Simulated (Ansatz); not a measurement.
**Stability checks on a candidate for Be**

The cell was found from a structure generator's guess, not taken from experiment.

All numbers below come from Ansatz, DFT PBE, scalar-relativistic, plane waves, PAW. Plane waves to 420 eV, a 30×30×30 mesh through Γ for the 1-atom cell and 0.10 eV Gaussian smearing; no spin polarisation.

```xyz
1
Lattice="0.0000 1.5784 1.5784 1.5784 0.0000 1.5784 1.5784 1.5784 0.0000" Properties=species:S:1:pos:R:3 pbc="T T T"
Be    0.0000    0.0000    0.0000
```

Energies count from the standard state of Be at the same level.

**Question.** These tests were run: random kick, then relaxation without symmetry; phonons on a 4×4×4 q mesh. What do they show?

**Answer.**

```csv
test,result
"random kick, then relaxation without symmetry",returns
phonons on a 4×4×4 q mesh,no imaginary mode on the mesh
```

It fails none of these tests. Whether a mixture of other phases lies lower isn't tested here.

The kick test ran on a coarse mesh. The run for the phonons used a 32×32×32 k mesh and Fermi–Dirac smearing of 0.15 eV.
